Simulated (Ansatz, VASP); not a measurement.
# Cross-check of Hf15AlO32 between VASP and Ansatz, part 2 of 2

One calculation is typed for both programs; each brings its own data sets and cutoff. How far apart do they land?  The structure shown is the end of the VASP relaxation below.

VASP 6.6.1 and Ansatz 0.2.0.

So far: The starting structure; VASP: relaxation, PBEsol.

### 3. Ansatz: single point, PBEsol

Level of this step: Ansatz beside VASP: Kohn-Sham DFT, plane waves, PBEsol (Ansatz).

Ansatz runs on its default PAW (the set named soft_2) files.

The same cell, functional, mesh and smearing now go to Ansatz, which takes its cutoff from its data sets.

The input, input.yaml:

```yaml
crystal:
  lattice:
    - [-5.96735314, 5.15509311, 5.20139824]
    - [4.210368, -5.15509311, 5.15304292]
    - [5.96735314, 5.15509311, -5.20139824]
  atoms:
    - { symbol: Al, position: [0.57302197, 0.45894176, 0.35937124] }
    - { symbol: Hf, position: [0.08651984, 0.99390414, 0.36669676] }
    - { symbol: Hf, position: [0.08021974, 0.49297843, 0.86745763] }
    - { symbol: Hf, position: [0.5805182, 0.99296941, 0.86875657] }
    - { symbol: Hf, position: [0.86890645, 0.75341398, 0.83018899] }
    - { symbol: Hf, position: [0.37833032, 0.26626334, 0.85365001] }
    - { symbol: Hf, position: [0.38179811, 0.75455836, 0.34193326] }
    - { symbol: Hf, position: [0.87229204, 0.2580165, 0.33824487] }
    - { symbol: Hf, position: [0.42008954, 0.50760801, 0.63192906] }
    - { symbol: Hf, position: [0.91327891, 0.00475612, 0.62813818] }
    - { symbol: Hf, position: [0.919825, 0.5085755, 0.13364139] }
    - { symbol: Hf, position: [0.4177341, 0.00576181, 0.13433165] }
    - { symbol: Hf, position: [0.13180749, 0.24287168, 0.16059654] }
    - { symbol: Hf, position: [0.6291984, 0.74304228, 0.16768427] }
    - { symbol: Hf, position: [0.62252703, 0.24139949, 0.66038686] }
    - { symbol: Hf, position: [0.12108432, 0.74167416, 0.65812772] }
    - { symbol: O, position: [0.51132789, 0.46359464, 0.13714826] }
    - { symbol: O, position: [0.00579838, 0.95595001, 0.11562583] }
    - { symbol: O, position: [0.00174786, 0.45532266, 0.61703929] }
    - { symbol: O, position: [0.50234651, 0.9552251, 0.61911718] }
    - { symbol: O, position: [0.66092949, 0.79411867, 0.80152119] }
    - { symbol: O, position: [0.16128615, 0.29619591, 0.80067985] }
    - { symbol: O, position: [0.16371633, 0.79296988, 0.29863143] }
    - { symbol: O, position: [0.66022589, 0.2934618, 0.30051801] }
    - { symbol: O, position: [0.49649228, 0.54422647, 0.88644184] }
    - { symbol: O, position: [0.99716546, 0.04090525, 0.8796824] }
    - { symbol: O, position: [0.99607678, 0.54339036, 0.38243074] }
    - { symbol: O, position: [0.49104464, 0.04488303, 0.38364735] }
    - { symbol: O, position: [0.34313339, 0.20672075, 0.20409044] }
    - { symbol: O, position: [0.84278844, 0.7086714, 0.20505382] }
    - { symbol: O, position: [0.83937181, 0.20892161, 0.70805383] }
    - { symbol: O, position: [0.33588762, 0.70433816, 0.70057122] }
    - { symbol: O, position: [0.84064734, 0.7042762, 0.57762914] }
    - { symbol: O, position: [0.36233908, 0.21728685, 0.60069461] }
    - { symbol: O, position: [0.35849524, 0.71344474, 0.09238364] }
    - { symbol: O, position: [0.8615045, 0.21363857, 0.09399942] }
    - { symbol: O, position: [0.39771615, 0.53624594, 0.39865183] }
    - { symbol: O, position: [0.88919321, 0.04106302, 0.39864252] }
    - { symbol: O, position: [0.87896343, 0.53729163, 0.89823443] }
    - { symbol: O, position: [0.37990768, 0.03470932, 0.89898599] }
    - { symbol: O, position: [0.14303659, 0.28977062, 0.40360091] }
    - { symbol: O, position: [0.64165528, 0.81880296, 0.40822844] }
    - { symbol: O, position: [0.63783952, 0.28672901, 0.90818045] }
    - { symbol: O, position: [0.13398784, 0.78486849, 0.90144002] }
    - { symbol: O, position: [0.61790661, 0.45917951, 0.59762765] }
    - { symbol: O, position: [0.12036066, 0.96591625, 0.60609949] }
    - { symbol: O, position: [0.12193446, 0.4643317, 0.10543052] }
    - { symbol: O, position: [0.62005344, 0.96452791, 0.10526795] }
total_charge: -1
hamiltonian:
  xc: pbesol
  pseudopotentials: { kind: paw }
kpoints:
  mp_grid: { grid: [2, 2, 2] }
scf:
  occupations: { method: gaussian, width: 0.05 }
  n_extra_bands: 16
output:
  forces: true
  eigenvalues: true
  write_density: true
  write_potential: true
  elf: true
  volumetric_format: npy
```

Started as:

```
> ansatz run input.yaml --threads 8 --pin off --max-ram 18432MiB --backend cpu --events-out ev --progress --plain --runs-dir out
```

Numbers of over 12 decimals in the logs are rounded to 6 here.

Log:

```text
scf.n_extra_bands = 16 over 293 filled bands (N_el = 586.0): the run solves 309 bands
Engine: ansatz 0.2.0, aarch64-unknown-linux-gnu
Pseudopotentials: kind: paw
Pseudopotential: Al, paw, valence charge 3, recommended cutoff 420 eV (normal), Al.paw.azcp
Pseudopotential: Hf, paw, valence charge 26, recommended cutoff 420 eV (normal), Hf.paw.azcp
Pseudopotential: O, paw, valence charge 6, recommended cutoff 420 eV (normal), O.paw.azcp
Functional definition: PBEsol
  exchange = pbesol_x
  correlation = pbesol_c
Crystal: 48 atoms, lattice volume = 542.830 Å³
Basis set: ecut = 420 eV, 10581 PW (Γ), exchange–correlation on 128×120×128 points (8 copies of the dense FFT grid, shifted against one another)
Bands: 309, of which v1, the nominal top of the filled ones, is band 293 counted from 1 (292 counted from 0)
Symmetry: 1 space group operations
Space group: P1 (ITA 1), of the structure as read, at distance tolerance 8.2e-5 Å
k-points: 8
Non-local potential: Al, projectors of the file, l = 0: 2, l = 1: 2, l = 2: 1
Non-local potential: Hf, projectors of the file, l = 0: 3, l = 1: 2, l = 2: 2, l = 3: 3
Non-local potential: O, projectors of the file, l = 0: 2, l = 1: 2, l = 2: 1
PAW form: soft (Blöchl's): semilocal exchange-correlation on the pseudo side does not see the compensation charge
PAW frozen core: Al, regenerated for the run's functional, and the local potential with it (the file was generated under x = pbe(κ = 0.804, μ = 0.219515), c = pbe(β = 0.066725))
PAW frozen core: Hf, regenerated for the run's functional, and the local potential with it (the file was generated under x = pbe(κ = 0.804, μ = 0.219515), c = pbe(β = 0.066725))
PAW frozen core: O, regenerated for the run's functional, and the local potential with it (the file was generated under x = pbe(κ = 0.804, μ = 0.219515), c = pbe(β = 0.066725))
PAW one-centre angular grid: Al, 110 points (default); XC on 64 Gauss nodes
PAW one-centre angular grid: Hf, 590 points (default); XC on 64 Gauss nodes
PAW one-centre angular grid: O, 110 points (default); XC on 64 Gauss nodes
Initial density: superposition of atomic densities (neutral atoms scaled as one to the charged cell's electrons: chi_scale 0, normalization atom), corrected by the library's trained network
Initial wavefunctions: pseudopotential atomic-orbital guess
Functional: x = pbesol(κ = 0.804, μ = 0.123457), c = pbesol(β = 0.046)
SCF iter   1: F=—  HF=-252512.824592 eV  |F-HF|=—  |Δ(HF+E_count)|=         —  Δρ=1.92e-2  dr2=1.46e0  ethr=1.77e-3  ⟨swp⟩=5.0  Hψ=8250  notcnv=0
preconditioner: auto → Resta (q_TF=auto, 2.763 Å⁻¹)  ε∞=6.4  [insulator: Δε(μ)=3.788 eV  Ē_g=16.143 eV  σ=0.050 eV  W_gap=1.00  n_scr=202 (ndim 8)  ℏωp=37.6 eV  f_vac=0.072  D(μ)=0.00/eV (n_scr^D=0)  ε∞_Penn≈6.4]
SCF iter   2: F=—  HF=-252512.393928 eV  |F-HF|=—  |Δ(HF+E_count)|=   4.31e-1  Δρ=4.53e-3  dr2=1.16e-1  ethr=2.49e-4  ⟨swp⟩=2.0  Hψ=4982  notcnv=0  defer=73
SCF iter   3: F=—  HF=-252512.363653 eV  |F-HF|=—  |Δ(HF+E_count)|=   3.03e-2  Δρ=2.24e-3  dr2=3.25e-2  ethr=1.98e-5  ⟨swp⟩=2.0  Hψ=2879  notcnv=0  defer=73
SCF iter   4: F=—  HF=-252512.357477 eV  |F-HF|=—  |Δ(HF+E_count)|=   6.18e-3  Δρ=6.18e-4  dr2=1.98e-3  ethr=5.55e-6  ⟨swp⟩=2.0  Hψ=4743  notcnv=0  defer=73
SCF iter   5: F=—  HF=-252512.359154 eV  |F-HF|=—  |Δ(HF+E_count)|=   1.68e-3  Δρ=4.80e-4  dr2=1.00e-3  ethr=3.37e-7  ⟨swp⟩=2.0  Hψ=4743  notcnv=0  defer=73
SCF iter   6: F=—  HF=-252512.358104 eV  |F-HF|=—  |Δ(HF+E_count)|=   1.05e-3  Δρ=1.23e-4  dr2=9.39e-5  ethr=1.71e-7  ⟨swp⟩=2.0  Hψ=4743  notcnv=0  defer=73
SCF iter   7: F=—  HF=-252512.357461 eV  |F-HF|=—  |Δ(HF+E_count)|=   6.43e-4  Δρ=6.30e-5  dr2=1.99e-5  ethr=1.60e-8  ⟨swp⟩=2.0  Hψ=4743  notcnv=0  defer=73
SCF iter   8: F=—  HF=-252512.357467 eV  |F-HF|=—  |Δ(HF+E_count)|=   6.11e-6  Δρ=3.21e-5  dr2=4.97e-6  ethr=3.40e-9  ⟨swp⟩=2.0  Hψ=4743  notcnv=0  defer=73
SCF iter   9: F=—  HF=-252512.357466 eV  |F-HF|=—  |Δ(HF+E_count)|=   6.52e-7  Δρ=1.05e-5  dr2=6.84e-7  ethr=8.48e-10  ⟨swp⟩=2.0  Hψ=4743  notcnv=0  defer=73
SCF iter  10: F=—  HF=-252512.357466 eV  |F-HF|=—  |Δ(HF+E_count)|=   1.61e-7  Δρ=4.98e-6  dr2=1.31e-7  ethr=1.17e-10  ⟨swp⟩=2.0  Hψ=4742  notcnv=0  defer=73
SCF iter  11: F=-252512.357466 eV  HF=-252512.357466 eV  |F-HF|=1.69e-8  |Δ(HF+E_count)|=   2.27e-8  Δρ=1.94e-6  dr2=2.08e-8  ethr=1.71e-11  ⟨swp⟩=14.1  Hψ=19743  notcnv=0
SCF 1 converged in 11 iterations: F = -252512.357466 eV  dr2 = 2.08e-8
  greatest PAW one-centre occupation: 0.999 electrons in one spin orbital (limit 2), on the Hf atom at site 5 (counted from 0), in its partial waves of l = 3
SCF converged after 11 iterations
Free energy (F): -252512.357466 eV
Harris-Foulkes:  -252512.357466 eV  (|F-HF|=1.69e-8)
Internal energy: -252512.357466 eV  (E = F + TS)
E sigma→0 (E₀):  -252512.357466 eV
Fermi energy:    15.753433 eV
--- Per-component energies (eV) ---
  E_band       = -42.994359
  E_kinetic    = 11982.258142
  E_local      = -95527.388237  (includes V_loc(G=0)·N_el)
  E_nonlocal   = -16998.265559
  E_hartree    = 43686.386159
  E_xc         = -6851.896388
  E_vxc        = -7032.342806  (∫ρ·V_xc dr)
  E_paw        = -107443.017462  (= ΣΔE_a)
  E_vpaw       = 20159.891878  (= ΣTr[D̂ρ^β])
  E_aug_tail   = 0.079294  (compensation charges beyond the density's cutoff)
  E_ewald      = -81380.428141
  E_core_change = 19.914726  (= ΣΔE_core)
  E_smearing   = -0.000000  (= −TS)
  E_closure    = -0.000000  (closes the sum)
  E_deformation_potential = -23.144820  (in the stress; not in F)
  Σ components = -252512.357466   (vs F -252512.357466, Δ=0.00e0)
--- Forces (eV/Å), atoms counted from 1 ---
  atom   1  Al    -0.00986461     0.00109521    -0.00316055
  atom   2  Hf    -0.04216194     0.01461247     0.03398347
  atom   3  Hf    -0.04619652     0.00974604     0.09766584
  atom   4  Hf    -0.06275711     0.01656588     0.07760992
  atom   5  Hf     0.02200265     0.01289290    -0.05217314
  atom   6  Hf     0.04089818     0.03132087    -0.09219034
  atom   7  Hf    -0.00206469     0.05494896    -0.11956717
  atom   8  Hf     0.03120226     0.00439923    -0.08693188
  atom   9  Hf     0.02989625    -0.02840430    -0.07274712
  atom  10  Hf    -0.01026371    -0.02286088    -0.11145350
  atom  11  Hf     0.03382166    -0.01137059    -0.09296968
  atom  12  Hf     0.02935958    -0.06084701    -0.00864749
  atom  13  Hf    -0.05276128     0.00439684     0.05807732
  atom  14  Hf    -0.03112972     0.03734027     0.06533644
  atom  15  Hf    -0.00898043    -0.01470289     0.07888001
  atom  16  Hf     0.01068734    -0.01208107     0.08332037
  atom  17  O      0.05416988     0.09309392    -0.05863380
  atom  18  O     -0.00998354     0.02020921    -0.03762648
  atom  19  O     -0.02481676     0.02617136    -0.04242751
  atom  20  O     -0.01631339     0.01274325    -0.03739126
  atom  21  O      0.02143669     0.01550761     0.04301232
  atom  22  O      0.03343206    -0.00275516     0.04013268
  atom  23  O      0.03789575     0.00059190     0.03197918
  atom  24  O      0.10290732    -0.02935325     0.04689844
[...]
atom  41  O      0.03509584     0.00676454     0.04005178
  atom  42  O     -0.00122977     0.03361437     0.00137416
  atom  43  O      0.02195115     0.01842320     0.03921223
  atom  44  O      0.02130899     0.02213599     0.03856739
  atom  45  O     -0.07735098    -0.05657921     0.02317227
  atom  46  O     -0.03415787     0.00298040    -0.04066060
  atom  47  O     -0.03200634     0.02014357    -0.04152222
  atom  48  O     -0.02525629     0.01293080    -0.03568601
  max |Σ_I F_I| component: 2.91e-5 eV/Å
--- Band table (eV; the first three rows and the last of 8) ---
  k-point 0: bands = [... 289 lower, 13.3257, 13.4482, 13.6784, 13.8113, 17.9928, 18.1465, 18.2584, 18.4187, ... 12 higher]
  k-point 1: bands = [... 289 lower, 13.3341, 13.4362, 13.5152, 13.5682, 18.0811, 18.1400, 18.2249, 18.2970, ... 12 higher]
  k-point 2: bands = [... 289 lower, 13.3322, 13.4657, 13.6403, 13.7398, 17.9092, 18.0288, 18.3500, 18.3939, ... 12 higher]
  k-point 7: bands = [... 289 lower, 13.3304, 13.3423, 13.5285, 13.7667, 17.6956, 18.2095, 18.2486, 18.4413, ... 12 higher]
```

Wall time 51 s (8 threads of Arm Neoverse N1, shared host); peak memory 5.8 GiB; 6.7 min of CPU time.

### 4. Differences

Known differences besides the PAW data sets themselves: the data sets hold 586 valence electrons in Ansatz (default PAW (the set named soft_2) files) and 256 in VASP; the cutoff is 420 eV in Ansatz and 400 eV in VASP (PREC = Normal, projectors in real space); Ansatz makes its cores anew for this functional, VASP keeps those of its PBE data sets. Total energies have different zeros and are not compared.

The two programs side by side:

```
              quantity  Ansatz   VASP  difference
gap on the k mesh (eV)   3.884  3.814      +0.070
```

At this near-relaxed geometry the largest component of a force difference is 107 meV/Å.

### 5. Looking for the cause

The difference is large enough to ask for its cause, so further runs change the set-up of one program at a time, as the table lists.

```
                                                           run  r.m.s. force difference (meV/Å)
                                                      as above                               42
cores kept as stored, as VASP does, whose cores stay as stored                               42
                      Ansatz's larger PAW set (cutoff 1050 eV)                               43
                   norm-conserving potentials (cutoff 1143 eV)                               54
```

### 6. What came out

- r.m.s. force difference (single point, PBEsol): 42 meV/Å
- difference in gap on the k mesh (single point, PBEsol): 0.070 eV

What this shows: The r.m.s. force difference is 42 meV/Å (single point, PBEsol), beyond the 12 meV/Å picked in this series as the mark of a large difference. For single point, PBEsol: no further run halves the r.m.s. force difference; only Ansatz's side was varied, and Ansatz's runs with other potentials lie closer to each other than to VASP, which for this quantity points to VASP's side; this was not tested here. How closely two codes agree says nothing of how well the functional describes the real material.

[Lines on the potential files, build, host, timing and source positions are cut from VASP's logs without a mark.]

[Logs are printed without paths, hosts, clocks, repeated set-up lines and the standing remarks that a program may print on its own settings, such as how far it seeks lower states.]

[Hosts, paths, dates, database ids (printed as entryN), source tags and the programs' standing remarks are cut or masked in the printed files.]
